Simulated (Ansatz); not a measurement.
Computed with DFT PBE, scalar-relativistic, plane waves, PAW in Ansatz 0.2.0. All cells share a 420 eV cutoff and Γ-centred k meshes spaced at most about 0.3 Å⁻¹ (2π included). No spin polarisation in the final relaxations.

All energies are static (0 K, no zero-point motion). All come from trial cells, and lower structures may exist.

Question: These unrelaxed guesses for PbS are each relaxed within their symmetry. Order them by the energy at which they end, lowest first.
A.

```xyz
2
Lattice="-1.7810 1.7810 3.0681 1.7810 -1.7810 3.0681 1.7810 1.7810 -3.0681" Properties=species:S:1:pos:R:3 pbc="T T T"
Pb    0.0000    0.0000    1.7912
S     0.0000    0.0000    4.3450
```

B.

```xyz
4
Lattice="3.5510 0.0000 0.0000 -1.7755 3.0752 0.0000 0.0000 0.0000 6.6661" Properties=species:S:1:pos:R:3 pbc="T T T"
Pb    1.7755    1.0251    4.9995
Pb    0.0000    2.0502    1.6665
S     0.0000    0.0000    0.0000
S     0.0000    0.0000    3.3330
```

Answer: A (ends in I4mm, 0 meV/atom), B (ends in P6_3/mmc, anti-nickel arsenide type, 82 meV/atom).

These runs have no spin–orbit coupling, which can matter for Pb. Cells relaxed within their symmetry can be saddle points. The part of the Crystallography Open Database at hand lists PbS in space groups No. 12, 225; no cell shown has one of them. Some candidate types were left out of the draw beforehand, so a known form may be missing.
